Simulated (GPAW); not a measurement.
# Ti (Im-3m) in GPAW: reference runs

Aim: a first look at Ti with PBEsol, on the cell as given and on a disturbed one.

Everything below comes from runs of GPAW 26.7.0. Logs are shortened: lines on timing, memory, paths and dates and some standing lists are left out, and cuts for length are marked. The log counts tension as positive stress, the text compression.

## 1. The structure

Symmetry: Im-3m, No. 229, cubic system. Conventional cell: a = 3.282 Å, b = 3.282 Å, c = 3.282 Å, α = 90.00°, β = 90.00°, γ = 90.00°. Around Ti (site symmetry m-3m) lie 8 Ti at 2.84 Å.

This isn't the form of Ti at room conditions, which is hcp.

## 2. Single point, PBEsol

Input file run.py:

```python
from ase import Atoms
from ase.dft.bandgap import bandgap
from ase.io import write
from ase.units import Bohr, GPa
from gpaw import GPAW, PW, setup_paths
from gpaw.elf import elf_from_dft_calculation

setup_paths.insert(0, '.')

atoms = Atoms(['Ti'],
              cell=[[-1.641, 1.641, 1.641],
                    [1.641, -1.641, 1.641],
                    [1.641, 1.641, -1.641]],
              scaled_positions=[[0.0, 0.0, 0.0]],
              pbc=True)

calc = GPAW(mode=PW(600),
            xc='PBEsol',
            kpts={'size': (11, 11, 11), 'gamma': True},
            occupations={'name': 'fermi-dirac', 'width': 0.05},
            nbands=14,
            convergence={'density': 1e-05, 'energy': 1e-05},
            maxiter=150,
            txt='gpaw.txt')
atoms.calc = calc
energy = atoms.get_potential_energy()
forces = atoms.get_forces()
stress = atoms.get_stress()
calc.write('gs.gpw')
write('result.traj', atoms)
print(f'Energy: {energy:.6f} eV')
print('Forces (eV/A):')
print(forces.round(4))
print('Stress (GPa):', (stress / GPa).round(3))
print('Fermi level:', round(calc.get_fermi_level(), 4), 'eV')
print(f'Gap: {bandgap(calc)[0]:.4f} eV, direct: {bandgap(calc, direct=True)[0]:.4f} eV')

# fields on the real-space grid
write('density.cube', atoms, data=calc.get_pseudo_density() * Bohr**3)
write('potential.cube', atoms, data=calc.get_electrostatic_potential())
write('elf.cube', atoms, data=elf_from_dft_calculation(calc).data)
```

Potentials or basis: PAW data sets generated in the run's folder for this functional, pw.

Started as:

```console
$ gpaw-setup -f PBEsol Ti
$ OMP_NUM_THREADS=1 python run.py
```

gpaw.txt:

```text
__  _  _
 | _ |_)|_||  |
 |__||  | ||/\| - 26.7.0

Input parameters:
  mode=PW(ecut=600.0),
  convergence={'density': 1e-05, 'energy': 1e-05},
  kpts=MonkhorstPack(size=(11, 11, 11), gamma=True),
  maxiter=150,
  nbands=14,
  occupations=Occupations(name='fermi-dirac', width=0.05),
  xc=XC(name='PBEsol')

Diagonalizing LCAO Hamiltonian
Converting LCAO to pw mode

       Ti

Atoms  # Å, Bohr magnetons
|   | symbol |        x |        y |        z |    initial magnetic moments |
|---|--------|----------|----------|----------|-----------------------------|
| 0 |     Ti | 0.000000 | 0.000000 | 0.000000 | ( 0.0000,  0.0000,  0.0000) |

Unit cell  # Å
| periodic |         x |         y |         z |  lengths |     angles |
|----------|-----------|-----------|-----------|----------|------------|
|      yes | -1.641000 |  1.641000 |  1.641000 | 2.842295 | 109.471221 |
|      yes |  1.641000 | -1.641000 |  1.641000 | 2.842295 | 109.471221 |
|      yes |  1.641000 |  1.641000 | -1.641000 | 2.842295 | 109.471221 |

Number of symmetries: 48
Symmetry operations  # r_c * U_cc + t_c -> r_c
|    | kind |            matrix            |
|----|------|------------------------------|
|  0 |  σ   |  1, 1, 1,  0, 0,-1,  0,-1, 0 |
|  1 |  C4  |  1, 1, 1,  0, 0,-1, -1, 0, 0 |
|  2 |  C2  |  1, 1, 1,  0,-1, 0,  0, 0,-1 |
|  3 |  S6  |  1, 1, 1,  0,-1, 0, -1, 0, 0 |
|  4 |  S6  |  1, 1, 1, -1, 0, 0,  0, 0,-1 |
|  5 |  C4  |  1, 1, 1, -1, 0, 0,  0,-1, 0 |
|  6 |  E   |  1, 0, 0,  0, 1, 0,  0, 0, 1 |
|  7 |  σ   |  1, 0, 0,  0, 1, 0, -1,-1,-1 |
|  8 |  σ   |  1, 0, 0,  0, 0, 1,  0, 1, 0 |
|  9 |  C3  |  1, 0, 0,  0, 0, 1, -1,-1,-1 |
| 10 |  C3  |  1, 0, 0, -1,-1,-1,  0, 1, 0 |
| 11 |  σ   |  1, 0, 0, -1,-1,-1,  0, 0, 1 |
| 12 |  σ   |  0, 1, 0,  1, 0, 0,  0, 0, 1 |
| 13 |  C2  |  0, 1, 0,  1, 0, 0, -1,-1,-1 |
| 14 |  C3  |  0, 1, 0,  0, 0, 1,  1, 0, 0 |
| 15 |  S4  |  0, 1, 0,  0, 0, 1, -1,-1,-1 |
| 16 |  S4  |  0, 1, 0, -1,-1,-1,  1, 0, 0 |
| 17 |  C3  |  0, 1, 0, -1,-1,-1,  0, 0, 1 |
| 18 |  C3  |  0, 0, 1,  1, 0, 0,  0, 1, 0 |
| 19 |  S4  |  0, 0, 1,  1, 0, 0, -1,-1,-1 |
| 20 |  σ   |  0, 0, 1,  0, 1, 0,  1, 0, 0 |
| 21 |  C3  |  0, 0, 1,  0, 1, 0, -1,-1,-1 |
| 22 |  C2  |  0, 0, 1, -1,-1,-1,  1, 0, 0 |
| 23 |  S4  |  0, 0, 1, -1,-1,-1,  0, 1, 0 |
| 24 |  C4  |  0, 0,-1,  1, 1, 1,  0,-1, 0 |
| 25 |  σ   |  0, 0,-1,  1, 1, 1, -1, 0, 0 |
| 26 |  S6  |  0, 0,-1,  0,-1, 0,  1, 1, 1 |
| 27 |  C2  |  0, 0,-1,  0,-1, 0, -1, 0, 0 |
| 28 |  C4  |  0, 0,-1, -1, 0, 0,  1, 1, 1 |
| 29 |  S6  |  0, 0,-1, -1, 0, 0,  0,-1, 0 |
| 30 |  S6  |  0,-1, 0,  1, 1, 1,  0, 0,-1 |
| 31 |  C4  |  0,-1, 0,  1, 1, 1, -1, 0, 0 |
| 32 |  C4  |  0,-1, 0,  0, 0,-1,  1, 1, 1 |
| 33 |  S6  |  0,-1, 0,  0, 0,-1, -1, 0, 0 |
| 34 |  σ   |  0,-1, 0, -1, 0, 0,  1, 1, 1 |
| 35 |  C2  |  0,-1, 0, -1, 0, 0,  0, 0,-1 |
| 36 |  C2  | -1, 0, 0,  1, 1, 1,  0, 0,-1 |
| 37 |  S6  | -1, 0, 0,  1, 1, 1,  0,-1, 0 |
| 38 |  S6  | -1, 0, 0,  0, 0,-1,  1, 1, 1 |
| 39 |  C2  | -1, 0, 0,  0, 0,-1,  0,-1, 0 |
| 40 |  C2  | -1, 0, 0,  0,-1, 0,  1, 1, 1 |
| 41 |  i   | -1, 0, 0,  0,-1, 0,  0, 0,-1 |
| 42 |  S4  | -1,-1,-1,  1, 0, 0,  0, 1, 0 |
| 43 |  C3  | -1,-1,-1,  1, 0, 0,  0, 0, 1 |
| 44 |  C3  | -1,-1,-1,  0, 1, 0,  1, 0, 0 |
| 45 |  σ   | -1,-1,-1,  0, 1, 0,  0, 0, 1 |
| 46 |  S4  | -1,-1,-1,  0, 0, 1,  1, 0, 0 |
| 47 |  C2  | -1,-1,-1,  0, 0, 1,  0, 1, 0 |

BZ-sampling:
  Number of BZ points: 1331
  Number of IBZ points: 56

  Monkhorst-Pack size: [11, 11, 11]
  Monkhorst-Pack shift: [0, 0, 0]

K-points  # in reciprocal-cell coordinates
|     |                                coordinates |     weight |
|-----|--------------------------------------------|------------|
|   0 | (  0.00000000,   0.00000000,   0.00000000) | 0.00075131 |
|   1 | (  0.09090909,   0.00000000,   0.00000000) | 0.00901578 |
|   2 | (  0.09090909,   0.09090909,  -0.09090909) | 0.00450789 |
|   3 | (  0.18181818,   0.00000000,  -0.09090909) | 0.01803156 |
|   4 | (  0.18181818,   0.00000000,   0.00000000) | 0.00901578 |
|   5 | (  0.18181818,   0.09090909,  -0.09090909) | 0.01803156 |
|   6 | (  0.18181818,   0.18181818,  -0.18181818) | 0.00450789 |
|   7 | (  0.27272727,  -0.09090909,  -0.09090909) | 0.00601052 |
|   8 | (  0.27272727,   0.00000000,  -0.09090909) | 0.03606311 |
|   9 | (  0.27272727,   0.00000000,   0.00000000) | 0.00901578 |
| ... |                                            |            |
|  55 | (  0.45454545,   0.45454545,   0.45454545) | 0.00601052 |

Plane wave coefficients: 603
Cutoff: 600.0 eV

Spin-components: 1 (collinear spins)
Bands:           14
Projectors:      6
Spin-degeneracy: 2
Datatype:        complex128

Parallelization:
  kpt:    1
  domain: 1
  band:   1

Density:
  Valence electrons: 12.0
  Components: 1
  Grid points: [18 18 18]
  Charge: 0.0  # |e|

Potential:
  Grid points: [18 18 18]

species:
  Ti:
    name:    Titanium
    Z:       22.0
    valence: 12
    core:    10
    charge:  0.0  # [|e|]
    compensation charges:
      type: gauss
      rc: 0.38  # [Å]
      lmax: 2
    cutoffs:
      filter: 2.23  # [Å]
      core: 1.02  # [Å]
    projectors
    | kind |    occ | energy [eV] | rcut [Å] |
    |------|--------|-------------|----------|
    |   3s |  2.000 |     -62.441 |    1.270 |
    |   4s |  2.000 |      -4.477 |    1.270 |
    |   3p |  6.000 |     -38.776 |    1.058 |
    |   4p |  0.000 |      -1.449 |    1.058 |
    |   3d |  2.000 |      -4.275 |    1.058 |
    |    d |        |      22.937 |    1.058 |

    Using partial waves for Ti as LCAO basis

Reference energy: -23197.747648  # eV

eigensolver:
[... 26 lines left out ...]
convergence criteria:
- Maximum integral of absolute [dens]ity change: 1e-05 electrons / valence electron
- Maximum [total energy] change in last 3 cyles: 1e-05 eV / valence electron
- Maximum integral of absolute [eigenst]ate change: 4e-08 eV^2 / valence electron
maximum number of iterations: 150

SCF iterations
|iter     | |      energy | eigst |  dens |
|---------|-|-------------|-------|-------|
|iter:   1| |   -7.278628 | -0.12 |       |
|iter:   2| |   -7.219385 | -3.04 | -1.23 |
|iter:   3| |   -7.039441 | -1.82 | -1.28 |
|iter:   4| |   -7.042391 | -3.73 | -2.09 |
|iter:   5| |   -7.043960 | -4.03 | -2.37 |
|iter:   6| |   -7.043976 | -6.31 | -3.60 |
|iter:   7| |   -7.043977c| -6.78 | -3.89 |
|iter:   8| |   -7.043977c| -8.33c| -5.13c|

Converged in 8 steps
Energy contributions relative to reference atoms: (reference = -23197.747648)

Energy contributions:
  Kinetic:           3.371717
  Coulomb:          -3.384656
  Zero:              0.010794
  External:          0.000000
  Xc:               -7.030521
  Entropy:          -0.022623
  Spinorbit:         0.000000
  ----------------------------
  Free energy:      -7.055288
  Extrapolated:     -7.043977

dipole moment: (-5.235420, -5.235420, -5.235420)  # |e|*Ang

Fermi level: 7.962
Eigenvalues  # (at kpt = [0.000, 0.000, 0.000])
| band index |      eig [eV] | occ [0-2] |
|------------|---------------|-----------|
|          0 |       -48.327 |     2.000 |
|          1 |       -24.321 |     2.000 |
|          2 |       -24.321 |     2.000 |
|          3 |       -24.321 |     2.000 |
|          4 |         2.072 |     2.000 |
|          5 |         8.947 |     0.000 |
|          6 |         8.947 |     0.000 |
|          7 |         8.947 |     0.000 |
|          8 |        10.680 |     0.000 |
|          9 |        10.680 |     0.000 |
|         10 |        25.287 |     0.000 |
|         11 |        25.287 |     0.000 |
|         12 |        25.287 |     0.000 |
|         13 |        31.063 |     0.000 |

No gap
No difference between direct/indirect transitions

Forces  # eV/Ang
|        x |       y |       z |
|----------|---------|---------|
| -0.00000 | 0.00000 | 0.00000 |  # Ti   0

Stress tensor  # eV/Ang^3
|        x |         y |         z |
|----------|-----------|-----------|
| 0.045047 |  0.000000 |  0.000000 |
| 0.000000 |  0.045047 | -0.000000 |
| 0.000000 | -0.000000 |  0.045047 |

# Writing to gs.gpw (mode='')
```

It took 20 s on 1 thread of Intel Xeon Platinum 8488C (Sapphire Rapids), shared host; peak memory 0.14 GiB.

What came out:

| Property | Result |
| --- | --- |
| Free energy | -7.0553 eV |
| Pressure | -7.2 GPa |
| Band gap on the k mesh | none (metal or under the smearing width) |

Levels at points of the mesh, in eV from the Fermi level:
| k point | band 2 | band 3 | band 4 | band 5 | band 6 | band 7 | band 8 | band 9 | band 10 |
| --- | --- | --- | --- | --- | --- | --- | --- | --- | --- |
| (0.00, 0.00, 0.00) | -32.28 | -32.28 | -32.28 | -5.89 | 0.99 | 0.99 | 0.99 | 2.72 | 2.72 |

## 3. Single point, PBEsol (cell strained at random at fixed volume)

Input file run.py:

```python
from ase import Atoms
from ase.dft.bandgap import bandgap
from ase.io import write
from ase.units import GPa
from gpaw import GPAW, PW, setup_paths

setup_paths.insert(0, '.')

atoms = Atoms(['Ti'],
              cell=[[-1.665141, 1.661408, 1.599113],
                    [1.680389, -1.705071, 1.658024],
                    [1.604537, 1.644467, -1.642776]],
              scaled_positions=[[-0.007204, 0.007116, 0.006824]],
              pbc=True)

calc = GPAW(mode=PW(600),
            xc='PBEsol',
            kpts={'size': (11, 11, 11), 'gamma': True},
            occupations={'name': 'fermi-dirac', 'width': 0.05},
            nbands=14,
            convergence={'density': 1e-05, 'energy': 1e-05},
            maxiter=150,
            txt='gpaw.txt')
atoms.calc = calc
energy = atoms.get_potential_energy()
forces = atoms.get_forces()
stress = atoms.get_stress()
calc.write('gs.gpw')
write('result.traj', atoms)
print(f'Energy: {energy:.6f} eV')
print('Forces (eV/A):')
print(forces.round(4))
print('Stress (GPa):', (stress / GPa).round(3))
print('Fermi level:', round(calc.get_fermi_level(), 4), 'eV')
print(f'Gap: {bandgap(calc)[0]:.4f} eV, direct: {bandgap(calc, direct=True)[0]:.4f} eV')
```

Potentials or basis: PAW data sets generated in the run's folder for this functional, pw.

Started as:

```console
$ gpaw-setup -f PBEsol Ti
$ OMP_NUM_THREADS=1 python run.py
```

Wall time 2 min (1 thread of Intel Xeon Platinum 8488C (Sapphire Rapids), shared host); peak memory 0.28 GiB.

The run converged. Its results:

```yaml
Free_energy: -7.0519 eV
Pressure: -7.2 GPa
Band_gap_on_the_k_mesh: none (metal or under the smearing width)
```

Stress tensor (GPa, compression positive):
```
-7.15  1.24 -0.58
 1.24 -6.77  0.94
-0.58  0.94 -7.57
```

Levels at points of the mesh, in eV from the Fermi level:
```tsv
k point	band 4	band 5	band 6	band 7	band 8	band 9
(0.00, 0.00, 0.00)	-32.25	-5.88	0.79	0.89	1.24	2.69
```
